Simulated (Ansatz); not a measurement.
# SiO2: the cost of one run

Method: DFT PBE, scalar-relativistic, plane waves, PAW, in Ansatz 0.2.0.

4 further runs of the same task are left out: 1 that didn't finish, 3 set aside as unsound or not needed.

## (1) The starting structure

The cell holds 24 atoms (ErO16Si7): a = 7.108 Å, b = 7.108 Å, c = 7.372 Å, α = 90.00°, β = 90.00°, γ = 90.00°.

The coordinates of this cell stand in the input of its own run.

The host was relaxed before at PBE: a = 5.026 Å, b = 5.026 Å, c = 7.372 Å, α = 90.00°, β = 90.00°, γ = 90.00° (conventional cell), 15.520 Å³/atom.

Places, in fractions of the supercell: Er in place of Si at (0.500, 0.000, 0.500). The start keeps the symmetry of the ideal site.

## (2) Band edges of the host over the zone

File input.yaml:

```yaml
crystal:
  lattice:
    - [-2.5131481473, 2.5131481473, 3.6858651426]
    - [2.5131481473, -2.5131481473, 3.6858651426]
    - [2.5131481473, 2.5131481473, -3.6858651426]
  atoms:
    - { symbol: Si, position: [0.0, 0.0, 0.0] }
    - { symbol: Si, position: [0.75, 0.25, 0.5] }
    - { symbol: O, position: [0.375, 0.2174794779, 0.3424794779] }
    - { symbol: O, position: [0.9674794779, 0.625, 0.8424794779] }
    - { symbol: O, position: [0.7825205221, 0.125, 0.1575205221] }
    - { symbol: O, position: [0.875, 0.0325205221, 0.6575205221] }
basis:
  ecutwfc: 420
  xc_grid: 2
kpoints:
  mp_grid: { grid: [6, 6, 6] }
  band_path: { path: [VBM, CBM], npoints: 2 }
hamiltonian:
  xc: pbe
scf:
  occupations: { method: gaussian, width: 0.02 }
output:
  forces: true
  stress: true
  eigenvalues: true
```

On the command line:

```console
$ ansatz run input.yaml --threads 8 --pin off --max-ram 14336MiB --backend cpu --events-out ev --progress --plain --runs-dir out
```

Q: Estimate wall time and peak memory on 8 threads of Intel Xeon Platinum 8488C (Sapphire Rapids), shared host.

About 1.4 s, with a peak of 0.5 GiB.
